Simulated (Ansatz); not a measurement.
Crystal: TiC.

```
Ti C
1.0
     3.04209    0.00000    0.00000
    -1.52104    2.63452    0.00000
     0.00000    0.00000    2.69797
Ti C
1 1
Direct
  0.00000 0.00000 0.50000
  0.33333 0.66667 0.00000
```

The cell was built by a generator and needn't be a form met in nature.

| Quantity | Value |
| --- | --- |
| Program | Ansatz 0.2.0 |
| Task | relaxation of cell and atoms |
| Functional | RPBE |
| Potentials or basis | Ansatz PAW |
| Cutoff | 420 eV (not typed: the program's choice for these potentials) |
| k mesh | 10 × 10 × 10 |
| Occupations | fermi-dirac, width 0.05 eV |
| Spin | no spin polarisation |

At the start: volume 10.81 Å³/atom.

Problem. Where does the relaxation end?

Solution. It ends after 4 steps and the volume is 11.03 Å³/atom (+2.0 %); space group P-6m2 (No. 187, to 0.05 Å).

The path:
```
step  energy change (eV)  largest force (eV/Å)  volume (Å³)
   1              0.0000                0.0000        21.62
   2             -0.0052                0.0000        22.03
   3             -0.0052                0.0000        22.06
   4             -0.0058                0.0000        22.06
```

Final structure:
```cif
data_structure
_symmetry_space_group_name_H-M 'P 1'
_symmetry_Int_Tables_number 1
_cell_length_a 3.0674
_cell_length_b 3.0674
_cell_length_c 2.7079
_cell_angle_alpha 90.000
_cell_angle_beta 90.000
_cell_angle_gamma 120.000
_cell_volume 22.06
loop_
_atom_site_label
_atom_site_type_symbol
_atom_site_fract_x
_atom_site_fract_y
_atom_site_fract_z
_atom_site_occupancy
Ti1 Ti 0.00000 0.00000 0.50000 1
C1 C 0.33333 0.66667 0.00000 1
```

Caveat: the plane-wave basis is chosen anew once the cell has moved, so the energies of steps on either side of that aren't comparable; the PAW data sets come from PBE, with cores solved anew for the run's functional, which leaves a small shift of forces and pressure.
